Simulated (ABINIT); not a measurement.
A calculation with ABINIT 10.8.3 (patched build) of Ti (ASE script, structure typed inline):

run.py

```python
import json, os
import numpy as np
from ase.units import GPa
from ase.calculators.abinit import Abinit, AbinitProfile
from ase import Atoms

atoms = Atoms(['Ti', 'Ti', 'Ti'],
              cell=[[4.56737483, 0.0, 0.0], [-2.28368742, 3.95546263, 0.0], [0.0, 0.0, 2.82624427]],
              scaled_positions=[[0.03053274, 0.05266835, 0.04842622], [0.36386607, 0.71933502, 0.54842622], [0.60560118, 0.22799664, 0.40314756]],
              pbc=True)

profile = AbinitProfile(command='abinit', pp_paths=[os.path.abspath('pseudos')])
params = dict(
    pps='pawxml', xc='PBE',
    chksymtnons=0,
    tolsym=1e-06,
    ecut=408.1708,
    pawecutdg=816.3416,
    pawovlp=30,
    kptopt=1,
    ngkpt=[7, 7, 9],
    nshiftk=1,
    shiftk=[0.0, 0.0, 0.0],
    ixc=11,
    nband=22,
    occopt=3,
    tsmear=0.05,
    nstep=100,
    tolvrs=1e-09,
    prtwf=0,
    prtden=0,
)

atoms.calc = Abinit(profile=profile, directory='run', **params)
energy = atoms.get_potential_energy()
forces = atoms.get_forces()
stress = atoms.get_stress()
print(f'energy {energy:.6f} eV')
print('forces (eV/A)')
print(np.round(forces, 5))
print('stress (GPa, Voigt, tension positive)', np.round(stress / GPa, 4))
json.dump(dict(energy=energy, forces=forces.tolist(), stress=stress.tolist(), cell=atoms.cell.tolist(), frac=atoms.get_scaled_positions(wrap=False).tolist()), open('results.json', 'w'))
```

Potentials or basis: JTH PAW PBE v2.0.

The run is started by

```console
$ python run.py
```

This isn't the form of Ti at room conditions, which is hcp.

Question: Write the same calculation in another form: native input, structure typed inline.

Answer: As run:

run.abi

```
pp_dirpath "./"
pseudos "Ti.GGA_PBE-JTH.xml"

acell 4.56737483 4.5673748313 2.82624427 Angstrom
rprim
     1.0000000000     0.0000000000     0.0000000000
    -0.5000000010     0.8660254032     0.0000000000
     0.0000000000     0.0000000000     1.0000000000
ntypat 1
znucl 22
natom 3
typat 1 1 1
xred
     0.0305327400     0.0526683500     0.0484262200
     0.3638660700     0.7193350200     0.5484262200
     0.6056011800     0.2279966400     0.4031475600
chkprim 0
chksymtnons 0
tolsym 1.0e-6

ecut 15.0
pawecutdg 30.0
pawovlp 30

kptopt 1
ngkpt 7 7 9
nshiftk 1
shiftk 0.0 0.0 0.0

ixc 11

nband 22
occopt 3
tsmear 0.05 eV

nstep 100
tolvrs 1.0e-9

iomode 3
prtwf 0
prtden 0
prteig 0
prtebands 0
enunit 1
```

Potentials or basis: JTH PAW PBE v2.0.

Launch:

```sh
$ abinit run.abi > log 2>&1
```

Both were run:

|  | ASE script, structure typed inline | native input, structure typed inline |
| --- | --- | --- |
| Pressure | 7.5 GPa | 7.5 GPa |
| Largest force | 3.594 eV/Å | 3.594 eV/Å |
| Band gap on the k mesh | none (metal or under the smearing width) | none (metal or under the smearing width) |

Keys that steer only the numerical path or the files written may differ.

Caveat: the atomic spheres overlap; forces of over 1 eV/Å show positions far from the minimum, so gaps and moduli don't describe the material at rest.
